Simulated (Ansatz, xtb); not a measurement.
Ligand exchange: C4H8 + BH(CH3)(SH) → C3H6 + B(CH3)2(SH)

Species: C4H8 `C=CCC`, singlet; BH(CH3)(SH), singlet; C3H6 (propene) `C=CC`, singlet; B(CH3)2(SH), singlet. The partners trade CH3 for H: C–CH3 and B–H bonds give way to C–H and B–CH3.

Shapes, held fixed at every level: PBE0-D4/def2-TZVP. Flexible molecules stand in one conformer, not always the lowest. Programs: Ansatz 0.2.0, xtb 6.7.1, xtb 6.7.1 later snapshot. The zero-point and thermal change to 298 K, harmonic and unscaled (PBE0-D4/def2-TZVP), is 0.0 kJ/mol.

```
               level                    kind  ΔH(298 K) (kJ/mol)  less CCSD(T)/CBS estimate
            GFN2-xTB          semi-empirical               +11.2                      +57.6
         HF/def2-SVP            Hartree–Fock               -41.8                       +4.6
  wB97M-V/def2-TZVPP  range-separated hybrid               -48.2                       -1.8
  wB97X-V/def2-TZVPP  range-separated hybrid               -45.9                       +0.5
        MP2/def2-SVP     perturbation theory               -42.4                       +4.0
    CCSD(T)/def2-SVP   coupled cluster or CI               -40.4                       +6.0
     CCSD/def2-TZVPP   coupled cluster or CI               -44.8                       +1.6
CCSD(T)/CBS estimate   coupled cluster or CI               -46.4                        0.0
```

The highest level, CCSD(T)/CBS estimate, gives ΔH(298 K) = -46.4 kJ/mol; the levels span -48.2 to +11.2. They disagree on the sign: 1 of 8 are positive. The column of differences is taken from that level and isn't an error. No measured value is set beside it here. The CBS estimate extrapolates MP2 from def2-TZVPP and def2-QZVPP and adds CCSD(T) − MP2 in the triple-zeta set, cores frozen.

The exchange is clearly exothermic at every ab initio and density-functional level, and only GFN2-xTB makes it endothermic. The driving force probably lies mainly on the carbon side: a C–H bond is stronger than the corresponding C–C single bond, while B–H and B–CH3 bonds are much closer in strength. Allylic stabilisation of the radical fragment weakens both the bond broken in butene and the one formed in propene, so it largely cancels. Hyperconjugation from the new methyl group into the formally empty boron p orbital should help, though sulfur lone-pair donation already partly meets that demand.

In def2-SVP, Hartree–Fock, MP2 and CCSD(T) lie close together, so correlation contributes little to the net reaction energy, as expected when electron pairs and the double bond are conserved. The positive GFN2-xTB value therefore suggests an imbalance in its parametrised boron and carbon bond energies rather than a subtle correlation effect. The exothermicity does not imply a facile exchange, since hydroboration of the alkene offers a competing path that leaves the C–C skeleton intact.
